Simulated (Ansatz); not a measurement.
Re under strains and displacements

Level of theory: DFT PBE, scalar-relativistic, plane waves, PAW in Ansatz 0.2.0.

Plane waves to 420 eV, a k mesh through Γ of 15×15×4 on the computed 4-atom cell and Gaussian smearing (0.10 eV); no spin polarisation.

Reference cell:

```xyz
4
Lattice="2.7664 0.0000 0.0000 -1.3832 2.3958 0.0000 0.0000 0.0000 8.9388" Properties=species:S:1:pos:R:3 pbc="T T T"
Re    0.0000    0.0000    0.0000
Re    0.0000    1.5972    2.2347
Re    0.0000    0.0000    4.4694
Re    1.3832    0.7986    6.7041
```

Each variant moves atoms of this cell by the vectors given, if any (Å), and then applies a symmetric strain (tensor components, Cartesian axes). The reference cell isn't relaxed at this level. Energies are per atom at zero smearing, counted from the lowest variant. Pressure is positive in compression.

1. no strain; moves: Re2 (0.000, 0.000, 0.375)
2. no strain; moves: Re4 (0.000, 0.000, 0.225)
3. no strain; moves: Re2 (0.000, 0.150, 0.000)

```tsv
result	ΔE (meV/atom)	P (GPa)	largest force (eV/Å)
A	0.0	3.73	0.68
B	271.8	16.76	6.92
C	78.4	8.05	3.53
```

Task: Which variant gave which result?

Result: A is 3, B is 1, C is 2.

Spin–orbit coupling is left out, which can shift energies with elements as heavy as these.